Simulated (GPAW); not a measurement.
A run of GPAW 26.7.0:

Contents of run.py:

```python
from ase.dft.bandgap import bandgap
from ase.io import read, write
from ase.units import GPa
from gpaw import GPAW, PW

atoms = read('POSCAR')

calc = GPAW(mode=PW(800),
            xc='MGGA_X_REVTPSS+MGGA_C_REVTPSS',
            kpts={'size': (7, 7, 4), 'gamma': True},
            occupations={'name': 'fermi-dirac', 'width': 0.05},
            nbands=18,
            convergence={'density': 1e-05, 'energy': 1e-05},
            maxiter=150,
            txt='gpaw.txt')
atoms.calc = calc
energy = atoms.get_potential_energy()
forces = atoms.get_forces()
stress = atoms.get_stress()
calc.write('gs.gpw')
write('result.traj', atoms)
print(f'Energy: {energy:.6f} eV')
print('Forces (eV/A):')
print(forces.round(4))
print('Stress (GPa):', (stress / GPa).round(3))
print('Fermi level:', round(calc.get_fermi_level(), 4), 'eV')
print(f'Gap: {bandgap(calc)[0]:.4f} eV, direct: {bandgap(calc, direct=True)[0]:.4f} eV')

path = atoms.cell.bandpath('GMKGALHA,LM,KH', npoints=100, eps=1e-4)
bs_calc = calc.fixed_density(kpts=path, symmetry='off', nbands=29,
                             convergence={'bands': 'CBM+6.0', 'eigenstates': 1e-6}, txt='bands.txt')
bs = bs_calc.band_structure()
bs.write('bs.json')
print(f'Gap on the path: {bandgap(bs_calc)[0]:.4f} eV')
```

The input POSCAR:

```
SiC
1.0
    3.0760000000      0.0000000000      0.0000000000
   -1.5380000000      2.6638941420      0.0000000000
    0.0000000000      0.0000000000      5.0480000000
Si C
2 2
Direct
    0.6666666667      0.3333333333      0.5000000000
    0.3333333333      0.6666666667      0.0000000000
    0.6666666667      0.3333333333      0.8850000000
    0.3333333333      0.6666666667      0.3850000000
```

Potentials or basis: GPAW PAW data sets (gpaw-data 1.2.1), pw.

Command:

```console
$ OMP_NUM_THREADS=1 python run.py
```

Hardware: 1 thread of Intel(R) Xeon(R) Platinum 8488C (Sapphire Rapids), with other jobs on the host.

Problem. Estimate the wall time of this run.

Solution. Run time: 3.2 min on 1 thread of Intel(R) Xeon(R) Platinum 8488C (Sapphire Rapids), on a shared host, peak memory 0.39 GiB. Counts: scf iterations 23, plane waves 2140, bands 18, k points 28.
